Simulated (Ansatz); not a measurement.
Rock-salt LiI, treated with PBE-D3(BJ) in Ansatz (PAW).

Settings: plane-wave cutoff 500 eV, 10×10×10 k mesh, gaussian smearing 0.02 eV, scalar-relativistic PAW data made under PBE.

Computed at the level's own relaxed cell.

Problem. Estimate the equilibrium volume per atom, lattice constant a and band gap that the calculation returns.

Solution. 
* **equilibrium volume per atom**: 25.13 Å³/atom
* **lattice constant a**: 5.858 Å
* **band gap**: 4.37 eV (on the SCF k mesh)

Measured, for comparison: band gap 6.4 eV (temperature not stated, not corrected to a static lattice, our sources range from 6.10 to 6.40; as tabulated in Aguado et al. (1998), arXiv:cond-mat/9809176).

Spin–orbit coupling is not included; with these elements it can move the gap by several tenths of an eV or more.

The computed numbers hold no vibrational or temperature effects.

Computing time: around 11 core-seconds (rough).

Ansatz is a first-principles code.
